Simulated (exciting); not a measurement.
Consider BaTiO3, space group P4mm.

```xyz
5
Lattice="3.9998 0.0000 0.0000 0.0000 3.9998 0.0000 0.0000 0.0000 4.0180" Properties=species:S:1:pos:R:3 pbc="T T T"
Ba    0.0000    0.0000    0.0000
Ti    1.9999    1.9999    1.9688
O     0.0000    1.9999    2.0773
O     1.9999    0.0000    2.0773
O     1.9999    1.9999    0.0763
```

Absorber: atom 2, with 1 O at 1.89 Å, 4 O at 2.00 Å and 1 O at 2.13 Å (distorted octahedral, site symmetry 4mm). Method: exciting, all-electron LAPW+lo, PBEsol, exchange and screened direct term (singlet BSE), 4×4×3 shifted k points, 41 conduction bands, |G+q| up to 3 bohr⁻¹, full RPA screening with nempty = 65, Lorentzian half width 0.47 eV.

The database entry behind the starting cell differs from later determinations by our own check (c/a about 0.6 % short), so it need not match the best structure at ambient conditions.

**Question.** What does the Ti K spectrum look like, and is there a bound core exciton?

Bound core exciton? Yes on this mesh: the first bright state (over 5 % of the brightest) lies at -1.05 eV from the Kohn–Sham onset and at -1.19 eV from the lowest bare transition of its own mesh; weaker or dark states reach down to -3.11 eV. Maxima (height): 14.2 eV (1.00), 18.4 eV (0.53), 19.9 eV (0.32), 22.0 eV (0.50) and 25.2 eV (0.50).

Energy from the Kohn–Sham onset, core level to the lowest empty state found on the meshes used; Im ε in relative units:

| E (eV) | Im ε |
| --- | --- |
| 0.5 | 0.02 |
| 1.0 | 0.03 |
| 1.5 | 0.03 |
| 2.0 | 0.05 |
| 2.5 | 0.08 |
| 3.0 | 0.10 |
| 3.5 | 0.09 |
| 4.0 | 0.08 |
| 4.5 | 0.08 |
| 5.0 | 0.07 |
| 5.5 | 0.07 |
| 6.0 | 0.07 |
| 6.5 | 0.07 |
| 7.0 | 0.07 |
| 7.5 | 0.07 |
| 8.0 | 0.09 |
| 8.5 | 0.10 |
| 9.0 | 0.10 |
| 9.5 | 0.10 |
| 10.0 | 0.12 |
| 10.5 | 0.18 |
| 11.0 | 0.21 |
| 11.5 | 0.22 |
| 12.0 | 0.26 |
| 12.5 | 0.31 |
| 13.0 | 0.42 |
| 13.5 | 0.69 |
| 14.0 | 0.98 |
| 14.5 | 0.95 |
| 15.0 | 0.88 |
| 15.5 | 0.72 |
| 16.0 | 0.55 |
| 16.5 | 0.40 |
| 17.0 | 0.35 |
| 17.5 | 0.41 |
| 18.0 | 0.49 |
| 18.5 | 0.52 |
| 19.0 | 0.39 |
| 19.5 | 0.31 |
| 20.0 | 0.32 |
| 20.5 | 0.30 |
| 21.0 | 0.38 |
| 21.5 | 0.46 |
| 22.0 | 0.50 |
| 22.5 | 0.46 |
| 23.0 | 0.44 |
| 23.5 | 0.39 |
| 24.0 | 0.42 |
| 24.5 | 0.43 |
| 25.0 | 0.48 |
| 25.5 | 0.46 |
| 26.0 | 0.36 |
| 26.5 | 0.33 |

Binding energies aren't converged on 48 k points, and fine structure above the first lines is partly noise of the mesh. Exchange and the short-range direct term aren't converged in the kernel cutoff. The zero comes from the unshifted 4×4×4 ground-state mesh; it is exact only where the band minimum lies on that mesh. Quadrupole transitions, which feed the pre-edge, are left out. The structure is a published determination, not relaxed.

[Banner, clock and machine lines of the logs are left out without a mark of their own.]

[Logs are printed without paths, hosts, clocks, repeated set-up lines and the standing remarks that a program may print on its own settings, such as how far it seeks lower states.]

[Hosts, paths, dates, database ids (printed as entryN), source tags and the programs' standing remarks are cut or masked in the printed files.]
